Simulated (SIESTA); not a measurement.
# PbO2 in SIESTA: the effect of basis

The system is PbO2.

```
Pb O
1.0
     0.00000    2.70199    2.70199
     2.70199    0.00000    2.70199
     2.70199    2.70199    0.00000
Pb O
1 2
Direct
  0.00000 0.00000 0.00000
  0.75000 0.75000 0.75000
  0.25000 0.25000 0.25000
```

The cell comes from a database or a generator and needn't be the stable form of this composition.

Alike in all runs:

```yaml
Program: SIESTA 5.4.2
Task: band structure
Functional: PBEsol
Potentials_or_basis: PseudoDojo 0.4 standard (PBEsol files)
Grid_cutoff: 800 Ry
Energy_shift: 0.003 Ry
k_mesh: 9 × 9 × 9
Occupations: fermi-dirac, width 0.05 eV
Spin: no spin polarisation
```

One run gave: pressure -2.5 GPa. Which basis did it use?
A. DZ
B. DZP
C. TZDP
D. SZP
E. SZ

C.

| basis | pressure (GPa) |
| --- | --- |
| SZ | 6.7 |
| SZP | 3.9 |
| DZ | -1.2 |
| DZP | -1.2 |
| TZP | -1.9 |
| TZDP | -2.5 |

Caveats: the basis of atomic orbitals isn't converged, which shifts pressures, moduli and gaps; the basis has no polarisation orbitals (some runs).
